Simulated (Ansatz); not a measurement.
**SnO2: random displacements**

The task, for SnO2: see what random moves of the atoms cost.

Computed with Ansatz 0.2.0 (DFT r2SCAN, scalar-relativistic, plane waves, PAW, unless a step's input says otherwise).

**1. The starting structure**

It takes space group P4_2/mnm (No. 136, tetragonal). The conventional cell has a = 4.737 Å, b = 4.737 Å, c = 3.186 Å, α = 90.00°, β = 90.00°, γ = 90.00°. Around Sn (site symmetry mmm) lie 6 O at 2.05 to 2.06 Å. Around O (site symmetry m2m) lie 3 Sn at 2.05 to 2.06 Å.

Coordinates:

```
CELL_PARAMETERS angstrom
4.73735 0.00000 0.00000
0.00000 4.73735 0.00000
0.00000 0.00000 3.18640
ATOMIC_POSITIONS crystal
Sn 0.00000 0.00000 0.00000
Sn 0.50000 0.50000 0.50000
O 0.30562 0.30562 0.00000
O 0.19438 0.80562 0.50000
O 0.69438 0.69438 0.00000
O 0.80562 0.19438 0.50000
```

The cell is taken as given, not relaxed at this level.

**2. Zero of energy**

Reference values: F = -14352.4185 eV; pressure 3.06 GPa; largest force 0.003 eV/Å; gap on the mesh 1.93 eV. It was computed beforehand with the settings of the runs below.

**3. Setting up random displacements**

All atoms are moved at random with no net shift, in some cells together with a random strain.

**4. At rms move = 0.054 Å**

input.yaml reads:

```yaml
crystal:
  lattice:
    - [4.73735, 0.0, 0.0]
    - [0.0, 4.73735, 0.0]
    - [0.0, 0.0, 3.1864]
  atoms:
    - { symbol: Sn, position: [-0.0077281813, 0.0008249824, -0.0008342746] }
    - { symbol: Sn, position: [0.5100180777, 0.5005698134, 0.4919127041] }
    - { symbol: O, position: [0.2948596595, 0.2951039379, -0.0049263583] }
    - { symbol: O, position: [0.2022876487, 0.8037699259, 0.4995533946] }
    - { symbol: O, position: [0.7025554924, 0.6975660909, 0.0010149697] }
    - { symbol: O, position: [0.798007303, 0.2021652495, 0.5132795645] }
basis:
  ecutwfc: 500
kpoints:
  mp_grid: { grid: [6, 6, 8] }
hamiltonian:
  xc: r2scan
scf:
  occupations: { method: gaussian, width: 0.05 }
output:
  forces: true
  stress: true
  eigenvalues: true
```

Started as:

```bash
$ ansatz run input.yaml --threads 2 --pin off --max-ram 5120MiB --backend cpu --events-out ev --progress --plain --runs-dir out
```

**5. At rms move = 0.502 Å**

input.yaml reads:

```yaml
crystal:
  lattice:
    - [4.9175002821, -0.1283019466, -0.0376618494]
    - [-0.1283019466, 4.9781707822, -0.1412679671]
    - [-0.0253318241, -0.0950185758, 3.1664535766]
  atoms:
    - { symbol: Sn, position: [-0.0359898211, -0.0520098561, -0.0818993961] }
    - { symbol: Sn, position: [0.4483155627, 0.5576539028, 0.4951509896] }
    - { symbol: O, position: [0.4659863506, 0.2454240405, 0.033744217] }
    - { symbol: O, position: [0.2124822911, 0.7423382741, 0.5895192258] }
    - { symbol: O, position: [0.6515638155, 0.791826473, -0.0668319109] }
    - { symbol: O, position: [0.7576418013, 0.2147671657, 0.5303168747] }
basis:
  ecutwfc: 500
kpoints:
  mp_grid: { grid: [6, 6, 8] }
hamiltonian:
  xc: r2scan
scf:
  occupations: { method: gaussian, width: 0.05 }
output:
  forces: true
  stress: true
  eigenvalues: true
```

**6. Point rms move = 0.381 Å**

input.yaml reads:

```yaml
crystal:
  lattice:
    - [4.7104162379, 0.0694621827, -0.0828709629]
    - [0.0694621827, 4.5012285149, 0.0321667614]
    - [-0.055740031, 0.0216357602, 3.0112980164]
  atoms:
    - { symbol: Sn, position: [0.0701226687, -0.0418179262, -0.0375122281] }
    - { symbol: Sn, position: [0.4619158081, 0.5276682586, 0.4653764239] }
    - { symbol: O, position: [0.288144548, 0.3897955679, -0.01047712] }
    - { symbol: O, position: [0.1517180898, 0.7083266059, 0.5222992583] }
    - { symbol: O, position: [0.6550229599, 0.700401578, 0.0820878283] }
    - { symbol: O, position: [0.8730759255, 0.2156259158, 0.4782258376] }
basis:
  ecutwfc: 500
kpoints:
  mp_grid: { grid: [6, 6, 8] }
hamiltonian:
  xc: r2scan
scf:
  occupations: { method: gaussian, width: 0.05 }
output:
  forces: true
  stress: true
  eigenvalues: true
  write_density: true
  write_potential: true
  elf: true
  volumetric_format: npy
```

**7. At rms move = 0.247 Å**

input.yaml reads:

```yaml
crystal:
  lattice:
    - [4.5159088749, -0.1290862709, 0.0397794916]
    - [-0.1290862709, 4.7375500835, -0.0406719973]
    - [0.0267561764, -0.0273564867, 3.1607868497]
  atoms:
    - { symbol: Sn, position: [-0.0071104741, 0.0082409902, -0.0101450674] }
    - { symbol: Sn, position: [0.4532476198, 0.4617186225, 0.5406136158] }
    - { symbol: O, position: [0.2753679656, 0.2668422607, -0.0461257287] }
    - { symbol: O, position: [0.2099128933, 0.8367603766, 0.5812419369] }
    - { symbol: O, position: [0.7257865689, 0.7152457423, -0.0456722523] }
    - { symbol: O, position: [0.8427954266, 0.2111920077, 0.4800874957] }
basis:
  ecutwfc: 500
kpoints:
  mp_grid: { grid: [6, 6, 8] }
hamiltonian:
  xc: r2scan
scf:
  occupations: { method: gaussian, width: 0.05 }
output:
  forces: true
  stress: true
  eigenvalues: true
```

**8. At rms move = 0.055 Å**

input.yaml reads:

```yaml
crystal:
  lattice:
    - [4.7104878839, 0.0348630791, 0.0087486343]
    - [0.0348630791, 4.7191562378, -0.0348067327]
    - [0.0058844393, -0.0234114374, 3.2115408268]
  atoms:
    - { symbol: Sn, position: [-0.0032920666, -0.0161033315, -0.001775608] }
    - { symbol: Sn, position: [0.5015410818, 0.4954415609, 0.4923648724] }
    - { symbol: O, position: [0.3075640707, 0.3128539863, 0.0001162438] }
    - { symbol: O, position: [0.1903990606, 0.8192469389, 0.5116512757] }
    - { symbol: O, position: [0.7043865579, 0.691188783, 0.0032297137] }
    - { symbol: O, position: [0.7994012957, 0.1973720624, 0.4944135025] }
basis:
  ecutwfc: 500
kpoints:
  mp_grid: { grid: [6, 6, 8] }
hamiltonian:
  xc: r2scan
scf:
  occupations: { method: gaussian, width: 0.05 }
output:
  forces: true
  stress: true
  eigenvalues: true
```

(Steps that only read results are left out.)

What does the calculation give?

**Answer**, as computed:

| quantity | value |
| --- | --- |
| costliest cell | 2019.6 meV/atom at an rms move of 0.502 Å |

The cost runs from 35.2 to 2019.6 meV/atom. Energy over the square of the rms move lies between 8.0 and 14.2 eV/Å² per atom; a harmonic solid under isotropic random moves would keep it roughly constant, while strain and close contacts change it. The gap on the mesh, 1.93 eV at the start, reads zero at rms move = 0.502. Where forces pass 15 eV/Å atoms stand far too close, the PAW spheres overlap strongly and those numbers are rough.

Spin-orbit coupling is left out, though the cell holds Sn; it can move the gap.
